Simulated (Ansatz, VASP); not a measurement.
**Two plane-wave programs on Ba**

The input INCAR:

```
SYSTEM = Ba
ALGO = Normal ; EDIFF = 1E-7
ENCUT = 520 ; ISIF = 2
ISMEAR = 1 ; LASPH = .TRUE.
LCHARG = .FALSE. ; LREAL = .FALSE.
LWAVE = .FALSE. ; NBANDS = 11
NELM = 60 ; PREC = Accurate
SIGMA = 0.2
```

The input KPOINTS:

```
k-points
0
G
  9 9 9
  0 0 0
```

File POSCAR:

```
Ba
1.0
   -2.3789385306      2.3789385306      2.3789385306
    2.3789385306     -2.3789385306      2.3789385306
    2.3789385306      2.3789385306     -2.3789385306
Ba
1
Direct
    0.0000000000      0.0000000000      0.0000000000
```

Input for Ansatz:

```yaml
crystal:
  lattice:
    - [-2.3789385306, 2.3789385306, 2.3789385306]
    - [2.3789385306, -2.3789385306, 2.3789385306]
    - [2.3789385306, 2.3789385306, -2.3789385306]
  atoms:
    - { symbol: Ba, position: [0.0, 0.0, 0.0] }
hamiltonian:
  xc: lda
  pseudopotentials:
    kind: paw
    azcp:
      Ba: "pseudopotentials/Ba.paw.azcp"
basis:
  ecutwfc: 420
  fft_grid_basis: typed
kpoints:
  mp_grid: { grid: [9, 9, 9], shift: [0, 0, 0] }
magnetization:
  spin_polarized: false
scf:
  occupations: { method: cold, width: 0.2 }
  lower_state_search: "off"
output:
  stress: true
  write_density: true
  write_potential: true
  elf: true
  volumetric_format: npy
```

Alike in both runs: task single point; functional LDA; k mesh 9 × 9 × 9; no spin polarisation.

```csv
,VASP,Ansatz
version,VASP 6.6.1,Ansatz 0.2.0
potentials or method,"VASP PAW LDA potentials, release 64 (Ba_sv)","plane waves (420 eV) with PAW, scalar-relativistic"
plane-wave cutoff (eV),520,420
occupations,"methfessel-paxton of order 1, width 0.2 eV","cold, width 0.2 eV"
valence electrons in the cell,10,10
```

```tsv
	VASP	Ansatz	Ansatz less VASP
pressure (GPa)	0.0	-0.1	-0.11
```

Ansatz warned: «pseudo_functional_mismatch».

Spin-orbit coupling is left out, which matters for the levels of Ba.
